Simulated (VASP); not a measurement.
# C (P6_3/mmc) in VASP: notebook

Runs on C. Level: PBE+D3(BJ). Tasks: relaxation of cell and atoms, vibrations by finite differences.

Everything below comes from runs of VASP 6.6.1. Logs are shortened: lines on timing, memory, paths and dates and some standing lists are left out, and cuts for length are marked.

## (1) The crystal as given

Symmetry: P6_3/mmc, No. 194, hexagonal system. Conventional cell: a = 2.467 Å, b = 2.467 Å, c = 7.803 Å, α = 90.00°, β = 90.00°, γ = 120.00°. C (site symmetry -6m2) is surrounded by 3 C at 1.42 Å. C (site symmetry -6m2) is surrounded by 3 C at 1.42 Å.

## (2) Relaxation of cell and atoms, PBE+D3(BJ)

Contents of INCAR:

```
SYSTEM = C
PREC = Accurate
ENCUT = 520
EDIFF = 1E-7
ISMEAR = 0
SIGMA = 0.02
LREAL = .FALSE.
LASPH = .TRUE.
NELM = 60
ALGO = Normal
ISIF = 3
LWAVE = .FALSE.
LCHARG = .FALSE.
GGA = PE
IVDW = 12
IBRION = 2
NSW = 80
EDIFFG = -0.002
KPAR = 4
```

Contents of KPOINTS:

```
Automatic mesh
0
G
  6 6 2
  0 0 0
```

Contents of POSCAR:

```
C
1.0
    2.4672912600      0.0000000000      0.0000000000
   -1.2336456300      2.1367369100      0.0000000000
    0.0000000000      0.0000000000      7.8030730000
C
4
Direct
    0.0000000000      0.0000000000      0.2500000000
    0.0000000000      0.0000000000      0.7500000000
    0.3333333300      0.6666666700      0.2500000000
    0.6666666700      0.3333333300      0.7500000000
```

Potentials or basis: VASP PAW PBE potentials, release 64 (C).

On the command line:

```bash
$ cat potpaw_PBE.64/C/POTCAR > POTCAR
$ mpirun -np 4 vasp_std > vasp.out
```

OUTCAR:

```text
SYSTEM = C
   PREC = Accurate
   ENCUT = 520
   EDIFF = 1E-7
   ISMEAR = 0
   LREAL = .FALSE.
   LASPH = .TRUE.
   NELM = 60
   ISIF = 3
   GGA = PE
   IVDW = 12
   IBRION = 2
   NSW = 80
   EDIFFG = -0.002
 IVDW          = 12

 ion  position               nearest neighbor table
   1  0.000  0.000  0.250-   3 1.42   3 1.42   3 1.42
   2  0.000  0.000  0.750-   4 1.42   4 1.42   4 1.42
   3  0.333  0.667  0.250-   1 1.42   1 1.42   1 1.42
   4  0.667  0.333  0.750-   2 1.42   2 1.42   2 1.42

  LATTYP: Found a hexagonal cell.
 ALAT       =     2.4672912600
 C/A-ratio  =     3.1626071581

  Lattice vectors:

 A1 = (   2.4672912600,   0.0000000000,   0.0000000000)
 A2 = (  -1.2336456300,   2.1367369100,   0.0000000000)
 A3 = (   0.0000000000,   0.0000000000,   7.8030730000)

Analysis of symmetry for initial positions (statically):
=====================================================================
 Subroutine PRICEL returns:
 Original cell was already a primitive cell.

 Routine SETGRP: Setting up the symmetry group for a
 hexagonal supercell.

 Subroutine GETGRP returns: Found 24 space group operations
 (whereof 12 operations were pure point group operations)
 out of a pool of 24 trial point group operations.

The static configuration has the point symmetry D_3d.
 The point group associated with its full space group is D_6h.

Analysis of symmetry for dynamics (positions and initial velocities):
=====================================================================
 Subroutine PRICEL returns:
 Original cell was already a primitive cell.

 Routine SETGRP: Setting up the symmetry group for a
 hexagonal supercell.

 Subroutine GETGRP returns: Found 24 space group operations
 (whereof 12 operations were pure point group operations)
 out of a pool of 24 trial point group operations.

The dynamic configuration has the point symmetry D_3d.
 The point group associated with its full space group is D_6h.

 Subroutine INISYM returns: Found 24 space group operations
 (whereof 12 operations are pure point group operations),
 and found     1 'primitive' translations

----------------------------------------------------------------------------------------

                                     Primitive cell

  volume of cell :      41.1374

  direct lattice vectors                    reciprocal lattice vectors
     2.467291260  0.000000000  0.000000000     0.405302777  0.234001668  0.000000000
    -1.233645630  2.136736910  0.000000000     0.000000000  0.468003335  0.000000000
     0.000000000  0.000000000  7.803073000     0.000000000  0.000000000  0.128154639

  length of vectors
     2.467291260  2.467291260  7.803073000     0.468003335  0.468003335  0.128154639

  position of ions in fractional coordinates (direct lattice)
     0.000000000  0.000000000  0.250000000
     0.000000000  0.000000000  0.750000000
     0.333333330  0.666666670  0.250000000
     0.666666670  0.333333330  0.750000000

  ion indices of the primitive-cell ions
   primitive index   ion index
                 1           1
                 2           2
                 3           3
                 4           4

----------------------------------------------------------------------------------------

 KPOINTS: Automatic mesh

Automatic generation of k-mesh.
 Grid dimensions read from file:
 generate k-points for:    6    6    2

 Generating k-lattice:

  Cartesian coordinates                     Fractional coordinates (reciprocal lattice)
     0.067550463  0.039000278  0.000000000     0.166666667 -0.000000000  0.000000000
     0.000000000  0.078000556  0.000000000     0.000000000  0.166666667  0.000000000
     0.000000000  0.000000000  0.064077319     0.000000000  0.000000000  0.500000000

  Length of vectors
     0.078000556  0.078000556  0.064077319

  Shift w.r.t. Gamma in fractional coordinates (k-lattice)
     0.000000000  0.000000000  0.000000000

 Subroutine IBZKPT returns following result:
 ===========================================

 Found     14 irreducible k-points:

 Following reciprocal coordinates:
            Coordinates               Weight
  0.000000  0.000000  0.000000      1.000000
  0.166667  0.000000  0.000000      6.000000
  0.333333  0.000000  0.000000      6.000000
  0.500000 -0.000000  0.000000      3.000000
  0.166667  0.166667  0.000000      6.000000
  0.333333  0.166667  0.000000     12.000000
  0.333333  0.333333  0.000000      2.000000
  0.000000  0.000000  0.500000      1.000000
  0.166667  0.000000  0.500000      6.000000
  0.333333  0.000000  0.500000      6.000000
  0.500000 -0.000000  0.500000      3.000000
  0.166667  0.166667  0.500000      6.000000
  0.333333  0.166667  0.500000     12.000000
  0.333333  0.333333  0.500000      2.000000
   k-points           NKPTS =     14   k-points in BZ     NKDIM =     14   number of bands    NBANDS=     12
   number of dos      NEDOS =    301   number of ions     NIONS =      4
   total plane-waves  NPLWV =  19440
   dimension x,y,z NGX =    18 NGY =   18 NGZ =   60
   dimension x,y,z NGXF=    36 NGYF=   36 NGZF=  120
   ions per type =               4
   NGX,Y,Z   is equivalent  to a cutoff of  12.13, 12.13, 12.78 a.u.
   NGXF,Y,Z  is equivalent  to a cutoff of  24.26, 24.26, 25.57 a.u.
 SYSTEM =  C
   PREC   = accura    normal or accurate (medium, high low for compatibility)
   ISTART =      0    job   : 0-new  1-cont  2-samecut
   ICHARG =      2    charge: 1-file 2-atom 10-const
   ISPIN  =      1    spin polarized calculation?
   LNONCOLLINEAR =      F non collinear calculations
   LSORBIT =      F    spin-orbit coupling
   LASPH  =      T    aspherical Exc in radial PAW
   ENCUT  =  520.0 eV  38.22 Ry    6.18 a.u.   4.59  4.59 14.51*2*pi/ulx,y,z
   NELM   =     60;   NELMIN=  2; NELMDL= -5     # of ELM steps
   EDIFF  = 0.1E-06   stopping-criterion for ELM
   LREAL  =      F    real-space projection
   EDIFFG = -.2E-02   stopping-criterion for IOM
   NSW    =     80    number of steps for IOM
   IBRION =      2    ionic relax: 0-MD 1-quasi-New 2-CG
   NFREE  =      1    steps in history (QN), initial steepest desc. (CG)
   ISIF   =      3    stress and relaxation
   ISYM   =      2    0-nonsym 1-usesym 2-fastsym
   POTIM  = 0.5000    time-step for ionic-motion
   TEBEG  =    0.0;   TEEND  =   0.0 temperature during run
   PSTRESS=    0.0 pullay stress
   NELECT =      16.0000    total number of electrons
   NUPDOWN=      -1.0000    fix difference up-down
   EMIN   =  10.00;   EMAX   =-10.00  energy-range for DOS
   EFERMI =   0.00;   METHOD = LEGACY
   ISMEAR =     0;   SIGMA  =   0.02  broadening in eV -4-tet -1-fermi 0-gaus
   EFERMI_NEDOS =   21; number of points for ismear=-14 and -15
   IALGO  =     38    algorithm
   IMIX   =      4    mixing-type and parameters
     AMIX     =   0.40;   BMIX     =  1.00
     AMIX_MAG =   1.60;   BMIX_MAG =  1.00
  volume/ion in A,a.u.               =      10.28        69.40
  Fermi-wavevector in a.u.,A,eV,Ry     =   1.195003  2.258229 19.429568  1.428033
  Thomas-Fermi vector in A             =   2.330979
   LORBIT       =      0    0 simple, 1 ext, 2 COOP (PROOUT), +10 PAW based schemes
   GGA     = PE    functional components
   LHFCALC =     F    Hartree Fock is set to
   AEXX    =    0.0000 exact exchange contribution
   IVDW    =    12    specifies the selected vdW correction
   LEPSILON=     F    determine dielectric tensor
   LRPA    =     F    only Hartree local field effects (RPA)
 conjugate gradient relaxation of ions
 non-spin polarized calculation
 Gauss-broadening in eV      SIGMA  =   0.02
  energy-cutoff  :      520.00
  volume of cell :       41.14
 maximum number of plane-waves:      1128
   NGX =  9   NGY =  9   NGZ = 29

--------------------------------------- Ionic step        1  -------------------------------------------

 number of electron      15.9999993 magnetization

 Free energy of the ion-electron system (eV)
  ---------------------------------------------------
  ext. energy  EPLUGINS =         0.00000000
  ---------------------------------------------------
  free energy    TOTEN  =       -36.80143469 eV

  energy without entropy =      -36.79957217  energy(sigma->0) =      -36.80050343

------------------------ aborting loop because EDIFF is reached ----------------------------------------

 Edisp (eV)   -0.52304

 E8    (eV) :    -0.1459

  FORCE on cell =-STRESS in cart. coord.  units (eV):
  Direction    XX          YY          ZZ          XY          YZ          ZX
  --------------------------------------------------------------------------------------
  -------------------------------------------------------------------------------------
  Total       0.08060     0.08060    -0.56294     0.00000    -0.00000     0.00000
  in kB       3.13905     3.13905   -21.92461     0.00000    -0.00000     0.00000
  external pressure =       -5.22 kB  Pullay stress =        0.00 kB
[... 65 lines left out ...]
  energy  without entropy=      -37.3263235447  energy(sigma->0) =      -37.32725289

--------------------------------------- Ionic step        3  -------------------------------------------

 number of electron      15.9999997 magnetization

 E-fermi :   3.5780     XC(G=0):  -9.4555

 val. band max:        3.5775168000   @ k =   0.3333   0.3333   0.5000
 cond. band min:       3.5817443747   @ k =   0.3333   0.3333   0.5000
 fundamental gap:      0.0042275747
 Fermi energy:         3.5779661043

 k-point     1 :       0.0000    0.0000    0.0000
  band No.  band energies     occupation
      1     -15.8815      2.00000
      2     -15.7732      2.00000
      3      -4.4239      2.00000
      4      -3.4157      2.00000
      5       0.5375      2.00000
      6       0.5376      2.00000
      7       0.5423      2.00000
      8       0.5423      2.00000
      9       7.1314      0.00000
     10      11.6708      0.00000
     11      11.8011      0.00000
     12      11.8016      0.00000
[... 228 lines left out ...]
  FREE ENERGIE OF THE ION-ELECTRON SYSTEM (eV)
  ---------------------------------------------------
  free  energy   TOTEN  =       -37.3360892939 eV

  energy  without entropy=      -37.3342479404  energy(sigma->0) =      -37.33516862

 E-fermi :   3.9604     XC(G=0):  -9.8030

 val. band max:        3.9599069802   @ k =   0.3333   0.3333   0.5000
 cond. band min:       3.9679363999   @ k =   0.3333   0.3333   0.5000
 fundamental gap:      0.0080294197
 Fermi energy:         3.9603851079

 k-point     1 :       0.0000    0.0000    0.0000
  band No.  band energies     occupation
      1     -15.4668      2.00000
      2     -15.2943      2.00000
      3      -4.1532      2.00000
      4      -2.7825      2.00000
      5       0.9252      2.00000
      6       0.9252      2.00000
      7       0.9342      2.00000
      8       0.9342      2.00000
      9       7.8278      0.00000
     10      12.1415      0.00000
     11      12.1415      0.00000
     12      12.1699      0.00000
[... 181 lines left out ...]
 k-point    14 :       0.3333    0.3333    0.5000
  band No.  band energies     occupation
      1      -8.5609      2.00000
      2      -8.5609      2.00000
      3      -8.5589      2.00000
      4      -8.5589      2.00000
      5      -6.4309      2.00000
      6      -6.4309      2.00000
      7       3.9599      1.02697
      8       3.9599      1.02697
      9       3.9679      0.59337
     10       3.9679      0.59337
     11      14.1578      0.00000
     12      14.1578      0.00000

[... ionic steps 4 to 22 ...]

--------------------------------------- Ionic step       23  -------------------------------------------

 number of electron      15.9999996 magnetization

------------------------ aborting loop because EDIFF is reached ----------------------------------------

 Edisp (eV)   -0.63520

 E8    (eV) :    -0.1803
[... 73 lines left out ...]
  energy  without entropy=      -37.3893128986  energy(sigma->0) =      -37.38986203

--------------------------------------- Ionic step       25  -------------------------------------------

 number of electron      15.9999995 magnetization

 Free energy of the ion-electron system (eV)
  ---------------------------------------------------
  ext. energy  EPLUGINS =         0.00000000
  ---------------------------------------------------
  free energy    TOTEN  =       -36.75526582 eV

  energy without entropy =      -36.75415905  energy(sigma->0) =      -36.75471243

 E-fermi :   4.7722     XC(G=0): -10.4121

 val. band max:        4.7721906622   @ k =   0.3333   0.3333   0.5000
 cond. band min:       4.7918326141   @ k =   0.3333   0.3333   0.5000
 fundamental gap:      0.0196419519
 Fermi energy:         4.7722091304

 k-point     1 :       0.0000    0.0000    0.0000
  band No.  band energies     occupation
      1     -14.8676      2.00000
      2     -14.5349      2.00000
      3      -3.7764      2.00000
      4      -1.6703      2.00000
      5       1.7632      2.00000
      6       1.7632      2.00000
      7       1.7845      2.00000
      8       1.7845      2.00000
      9       9.1928      0.00000
     10      13.0858      0.00000
     11      13.0858      0.00000
     12      13.1443      0.00000
[... 228 lines left out ...]
  FREE ENERGIE OF THE ION-ELECTRON SYSTEM (eV)
  ---------------------------------------------------
  free  energy   TOTEN  =       -37.3905300316 eV

  energy  without entropy=      -37.3894232623  energy(sigma->0) =      -37.38997665

 reached required accuracy - stopping structural energy minimisation
```

Wall time 39 s (4 MPI ranks of Intel Xeon Platinum 8488C (Sapphire Rapids), shared host); peak memory 0.15 GiB.

Results:

```yaml
Free_energy: -37.3905 eV
Relaxed_volume: 8.72 Å³/atom
Relaxed_cell: a = 2.467 Å, b = 2.467 Å, c = 6.621 Å, α = 90.00°, β = 90.00°, γ = 120.00°
Space_group_after_relaxing_to_0.05_Å: P6_3/mmc (No. 194)
Energy_gained_by_relaxing: 16.5 meV/atom
Ionic_steps: 25
Pressure_after_relaxing: 0.0 GPa
Band_gap_on_the_k_mesh: none (metal or under the smearing width)
Dispersion_energy_per_atom: -0.159 eV
```

Step by step:
```csv
step,energy change (eV),largest force (eV/Å),pressure (GPa),volume (Å³)
1,0.0000,0.0000,-0.52,41.14
2,-0.0037,0.0000,-1.25,40.94
3,-0.0116,0.0000,-3.45,40.33
4,-0.0124,0.0000,-7.89,39.09
5,-0.0146,0.0000,-5.55,39.75
6,-0.0150,0.0000,-5.54,39.72
7,-0.0162,0.0000,-5.54,39.63
8,-0.0186,0.0000,-5.53,39.46
9,-0.0234,0.0000,-5.49,39.11
10,-0.0325,0.0000,-5.41,38.41
11,-0.0481,0.0000,-5.17,37.02
12,-0.0540,0.0000,-4.14,34.24
13,-0.0574,0.0000,-4.72,35.47
14,-0.0637,0.0000,-2.44,35.36
15,-0.0656,0.0000,-0.35,35.27
16,-0.0656,0.0000,-0.25,35.26
17,-0.0656,0.0000,-0.16,35.26
18,-0.0656,0.0000,-0.15,35.25
19,-0.0657,0.0000,-0.13,35.23
20,-0.0658,0.0000,-0.10,35.18
21,-0.0659,0.0000,-0.05,35.09
22,-0.0660,0.0000,0.08,34.91
23,-0.0660,0.0000,0.10,34.89
24,-0.0659,0.0000,-0.54,34.91
25,-0.0661,0.0000,0.00,34.89
```

Final structure:
```yaml
crystal:
  lattice:
    - [2.46691, 0.00000, 0.00000]
    - [-1.23345, 2.13640, 0.00000]
    - [0.00000, 0.00000, 6.62069]
  atoms:
    - { symbol: C, position: [0.00000, 0.00000, 0.25000] }
    - { symbol: C, position: [0.00000, 0.00000, 0.75000] }
    - { symbol: C, position: [0.33333, 0.66667, 0.25000] }
    - { symbol: C, position: [0.66667, 0.33333, 0.75000] }
```

Caveat: the k mesh is coarse (spacing up to 0.49 Å⁻¹), so the values aren't converged; the volume moved by over 15 % at a fixed basis, so the end points are rough.

## (3) Relaxation of cell and atoms, PBE+D3(BJ)

This run uses another cell than the first one, of 8.72 Å³/atom, 0.848 times its volume.

INCAR is that of step 2.

KPOINTS is that of step 2.

Contents of POSCAR:

```
C                                       
1.0
    2.4669069410     -0.0000000000     -0.0000000000
   -1.2334534705      2.1364040800     -0.0000000000
   -0.0000000000     -0.0000000000      6.6206949942
  C             
     4
Direct
     0.0000000000000000    0.0000000000000000    0.2500000000000000
     0.0000000000000000    0.0000000000000000    0.7500000000000000
     0.3333333300000021    0.6666666699999979    0.2500000000000000
     0.6666666699999979    0.3333333300000021    0.7500000000000000
```

Potentials or basis: VASP PAW PBE potentials, release 64 (C).

On the command line:

```bash
$ cat potpaw_PBE.64/C/POTCAR > POTCAR
$ mpirun -np 4 vasp_std > vasp.out
```

Run time: 11 s. Hardware: 4 MPI ranks of Intel Xeon Platinum 8488C (Sapphire Rapids), shared host; peak memory 0.15 GiB.

Results (log left out):

| Property | Result |
| --- | --- |
| Free energy | -37.3832 eV |
| Relaxed volume | 8.77 Å³/atom |
| Relaxed cell | a = 2.467 Å, b = 2.467 Å, c = 6.654 Å, α = 90.00°, β = 90.00°, γ = 120.00° |
| Space group after relaxing (to 0.05 Å) | P6_3/mmc (No. 194) |
| Energy gained by relaxing | 0.0 meV/atom |
| Ionic steps | 9 |
| Pressure after relaxing | 0.0 GPa |
| Band gap on the k mesh | none (metal or under the smearing width) |
| Dispersion energy per atom | -0.158 eV |

Step by step:
| step | energy change (eV) | largest force (eV/Å) | pressure (GPa) | volume (Å³) |
| --- | --- | --- | --- | --- |
| 1 | 0.0000 | 0.0000 | 0.19 | 34.89 |
| 2 | 0.0000 | 0.0000 | -0.25 | 34.94 |
| 3 | 0.0000 | 0.0000 | 0.01 | 34.91 |
| 4 | 0.0000 | 0.0000 | 0.00 | 34.93 |
| 5 | -0.0001 | 0.0000 | 0.01 | 35.00 |
| 6 | -0.0001 | 0.0000 | 0.02 | 35.12 |
| 7 | -0.0001 | 0.0000 | 0.03 | 35.08 |
| 8 | -0.0001 | 0.0000 | -0.22 | 35.11 |
| 9 | -0.0001 | 0.0000 | 0.00 | 35.08 |

Final structure:
```xyz
4
Lattice="2.4673 0.0000 0.0000 -1.2337 2.1368 0.0000 0.0000 0.0000 6.6537" Properties=species:S:1:pos:R:3 pbc="T T T"
C     0.0000    0.0000    1.6634
C     0.0000    0.0000    4.9903
C     0.0000    1.4245    1.6634
C     1.2337    0.7123    4.9903
```

Levels at points of the mesh, in eV from the Fermi level:
```csv
k point,band 5,band 6,band 7,band 8,band 9,band 10,band 11,band 12
"(0.00, 0.00, 0.00)",-3.01,-3.01,-2.99,-2.99,4.38,8.31,8.31,8.37
"(0.50, 0.00, 0.00)",-6.40,-6.34,-2.78,-2.06,1.52,2.21,7.18,7.60
"(0.00, 0.00, 0.50)",-3.00,-3.00,-3.00,-3.00,7.08,7.08,8.34,8.34
"(0.50, 0.00, 0.50)",-6.37,-6.37,-2.35,-2.35,1.66,1.66,7.38,7.38
```

Caveat: the k mesh is coarse (spacing up to 0.49 Å⁻¹), so the values aren't converged.

## (4) Vibrations by finite differences, PBE+D3(BJ)

This run uses another cell than the first one, of 8.77 Å³/atom, 0.853 times its volume.

Contents of INCAR:

```
PREC = Accurate
ENCUT = 520
EDIFF = 1E-8
ISMEAR = 0
SIGMA = 0.02
LREAL = F
LASPH = T
NELM = 60
ALGO = Normal
ISIF = 2
LWAVE = F
LCHARG = F
GGA = PE
IVDW = 12
IBRION = 6
NFREE = 2
POTIM = 0.015
NSW = 1
KPAR = 4
```

Contents of KPOINTS:

```
Automatic mesh
0
Gamma
  6 6 2
```

Edit POSCAR of step 3 so:

```diff
@@ -2,5 +2,5 @@
 1.0
-    2.4669069410     -0.0000000000     -0.0000000000
-   -1.2334534705      2.1364040800     -0.0000000000
-   -0.0000000000     -0.0000000000      6.6206949942
+    2.4673069552     -0.0000000000     -0.0000000000
+   -1.2336534776      2.1367505025     -0.0000000000
+    0.0000000000      0.0000000000      6.6537357272
   C
```

On the command line:

```bash
$ cat potpaw_PBE.64/C/POTCAR > POTCAR
$ mpirun -np 4 vasp_std > vasp.out
```

It took 26 s on 4 MPI ranks of Intel Xeon Platinum 8488C (Sapphire Rapids), shared host; peak memory 0.17 GiB.

It converged, with:

* Highest phonon frequency at Γ: 1146 cm⁻¹
* Most unstable mode: 265i cm⁻¹
* Dispersion energy per atom: -0.158 eV

Phonon frequencies in cm⁻¹ (negative: imaginary):
| q point | frequencies |
| --- | --- |
| (0.000, 0.000, 0.000) | -265 -126 -126 -1 -1 0 785 866 1141 1141 1146 1146 |

Caveat: the k mesh is coarse (spacing up to 0.49 Å⁻¹), so the values aren't converged; some modes are imaginary.
